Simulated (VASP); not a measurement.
Input of a VASP 6.6.1 run:

INCAR

```
SYSTEM = Cs
PREC = Accurate
ENCUT = 520
EDIFF = 1E-6
ISMEAR = -1
SIGMA = 0.1
LREAL = .False.
LASPH = .True.
NELM = 60
ALGO = Normal
ISIF = 2
LWAVE = .False.
LCHARG = .True.
GGA = RE
LELF = .True.
LVHAR = .True.
NBANDS = 10
```

File KPOINTS:

```
Automatic mesh
0
Gamma
  7 7 7
  0 0 0
```

File POSCAR:

```
Cs
1.0
    5.3352770062      0.0000000000      0.0000000000
    0.0000000000      5.3352770062      0.0000000000
    0.0000000000      0.0000000000      5.3352770062
Cs
1
Direct
    0.0000000000      0.0000000000      0.0000000000
```

Potentials or basis: VASP PAW PBE potentials, release 64 (Cs_sv).

Run with:

```console
$ cat potpaw_PBE.64/Cs_sv/POTCAR > POTCAR
$ mpirun -np 1 vasp_std > vasp.out
```

Question: Estimate the band gap on the k mesh.

Answer: None (metal or under the smearing width).

Question: What does it give for the pressure?

Answer: -0.1 GPa.

Caveat: the PAW data sets were made with another functional, which shifts forces and pressure a little. The run has no spin-orbit coupling, so splittings on Cs are missing.
